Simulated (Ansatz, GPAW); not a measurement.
This is a calculation of ZnSe (Stilleite) for Ansatz 0.2.0. 

input.yaml

```yaml
crystal:
  lattice:
    - [0.0, 2.8338, 2.8338]
    - [2.8338, 0.0, 2.8338]
    - [2.8338, 2.8338, 0.0]
  atoms:
    - { symbol: Se, position: [0.75, 0.75, 0.75] }
    - { symbol: Zn, position: [0.0, 0.0, 0.0] }
hamiltonian:
  xc: pbe
  pseudopotentials: { kind: paw }
kpoints:
  mp_grid: { grid: [8, 8, 8] }
scf:
  occupations: { method: gaussian, width: 0.016 }
output:
  forces: true
  stress: true
  eigenvalues: true
```

Potentials or basis: Ansatz PAW.

Launch:

```bash
$ ansatz run input.yaml --threads 2 --pin off --max-ram 5632MiB --backend cpu --events-out ev --progress --plain --runs-dir out
```

Task: What does the same run look like in GPAW 26.7.0 (ASE script)? Potentials or basis there: GPAW PAW data sets (gpaw-data 1.2.1), cutoff 600 eV.

Result: As run (cutoffs and basis follow the program's own potentials, and thresholds, step limits or extra output files can differ):

File run.py:

```python
from ase.dft.bandgap import bandgap
from ase.io import read, write
from ase.units import GPa
from gpaw import GPAW, PW

atoms = read('ZnSe.xyz')

calc = GPAW(mode=PW(600),
            xc='PBE',
            kpts={'size': (8, 8, 8), 'gamma': True},
            occupations={'name': 'methfessel-paxton', 'order': 0, 'width': 0.016},
            nbands=18,
            convergence={'density': 1e-05, 'energy': 1e-05},
            maxiter=150,
            txt='gpaw.txt')
atoms.calc = calc
energy = atoms.get_potential_energy()
forces = atoms.get_forces()
stress = atoms.get_stress()
calc.write('gs.gpw')
write('result.traj', atoms)
print(f'Energy: {energy:.6f} eV')
print('Forces (eV/A):')
print(forces.round(4))
print('Stress (GPa):', (stress / GPa).round(3))
print('Fermi level:', round(calc.get_fermi_level(), 4), 'eV')
print(f'Gap: {bandgap(calc)[0]:.4f} eV, direct: {bandgap(calc, direct=True)[0]:.4f} eV')
```

ZnSe.xyz

```xyz
2
Lattice="0.0000000000 2.8338000000 2.8338000000 2.8338000000 0.0000000000 2.8338000000 2.8338000000 2.8338000000 0.0000000000" Properties=species:S:1:pos:R:3 pbc="T T T"
Se     4.2507000000      4.2507000000      4.2507000000
Zn     0.0000000000      0.0000000000      0.0000000000
```

Potentials or basis: GPAW PAW data sets (gpaw-data 1.2.1), pw.

The run is started by

```bash
$ OMP_NUM_THREADS=1 python run.py
```

Both were run:

|  | Ansatz | GPAW |
| --- | --- | --- |
| Pressure | 2.1 GPa | 2.1 GPa |

Ansatz's pressure holds a Pulay term of +0.05 GPa for its cutoff of 420 eV, which the other run lacks.

The potentials hold 28 and 18 valence electrons a cell.

Where Ansatz's input types no cutoff or centring, it takes its own default and a Γ-centred mesh.

Pressure is positive in compression.
